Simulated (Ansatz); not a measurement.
**ScAl: sound and stiffness along [100], [110] and [111]**

Level of theory: DFT r2SCAN, scalar-relativistic, plane waves, PAW in Ansatz 0.2.0. Settings: 500 eV plane-wave cutoff, Γ-centred 12×12×12 mesh, Fermi-Dirac smearing of 0.15 eV. No spin polarisation.

The cell, relaxed at this level:
```
Sc Al
1.0
     3.37277    0.00000    0.00000
     0.00000    3.37277    0.00000
     0.00000    0.00000    3.37277
Sc Al
1 1
Cartesian
  1.6864 1.6864 1.6864
  0.0000 0.0000 0.0000
```

In a metal, frequencies and elastic constants depend on the k mesh and the smearing, soft modes and shear constants most.

With ions relaxed, on the cubic axes: C11 = 96.3, C12 = 72.6, C44 = 95.7 GPa. The density is 3.113 g/cm³.

Q: Is the crystal stable against strain, and how anisotropic is it?

A: Born's conditions hold: C11 + 2C12 = 241.4, C11 − C12 = 23.7 and C44 = 95.7 GPa are all positive. B = (C11 + 2C12)/3 = 80.5 GPa. The two shear moduli are C44 and C′ = (C11 − C12)/2 = 11.9 GPa, so Zener's ratio is A = C44/C′ = 8.07: the tetragonal shear C′ is the soft one, as in many fcc and bcc metals and zincblende crystals. The Cauchy pressure C12 − C44 is -23.1 GPa; it would vanish for pair forces between atoms on inversion centres at zero pressure, and a negative value is usual with directional bonding, though many-body forces give one in some ionic oxides too.

Q: Give the sound speeds along the three symmetry directions.

A: The Christoffel equation gives ρv² for each branch:
| direction | branch | ρv² | GPa | v (m/s) |
| --- | --- | --- | --- | --- |
| [100] | L | C11 | 96.3 | 5561 |
| [100] | T (×2) | C44 | 95.7 | 5544 |
| [110] | L | (C11 + C12 + 2C44)/2 | 180.1 | 7606 |
| [110] | T, u ∥ [001] | C44 | 95.7 | 5544 |
| [110] | T, u ∥ [1-10] | (C11 − C12)/2 | 11.9 | 1952 |
| [111] | L | (C11 + 2C12 + 4C44)/3 | 208.1 | 8175 |
| [111] | T (×2) | (C11 − C12 + C44)/3 | 39.8 | 3576 |

Q: How does Young's modulus depend on direction?

A: Inverting gives S11 = 29.487, S12 = -12.672, S44 = 10.448 TPa⁻¹. Along a unit vector (l, m, n), 1/E = S11 − 2(S11 − S12 − S44/2)(l²m² + m²n² + n²l²), where the last bracket is 0, 1/4 and 1/3 for [100], [110] and [111]: E = 34, 91 and 206 GPa. With A > 1 the body diagonal is stiffest. For a film on (001), the biaxial modulus is C11 + C12 − 2C12²/C11 = 59 GPa and the normal strain is −2C12/C11 = -1.51 times the in-plane one.

The strong anisotropy follows from the geometry of the CsCl-type cell, where the nearest Sc–Al contacts lie along the body diagonals. The tetragonal shear leaves their lengths unchanged to first order, so only bond bending and more distant neighbours resist it, whereas the C44 shear stretches and compresses them directly. The same soft shear sets the low Young's modulus along [100] and the slow [110] branch polarised along [1-10], while a pull along [111] loads the Sc–Al contacts head-on.

Central forces between nearest neighbours alone would make C11, C12 and C44 equal and C′ zero. The near match of C11 and C44 is close to that limit, but C12 falls clearly below both, and this difference is what stabilises the lattice against tetragonal shear. Mixing of Sc 3d with Al 3p states probably contributes an angular stiffness, though the elastic constants alone can't identify it. Positive moduli establish resistance to small uniform strains, not to short-wavelength phonon instabilities or decomposition into other Sc–Al phases.
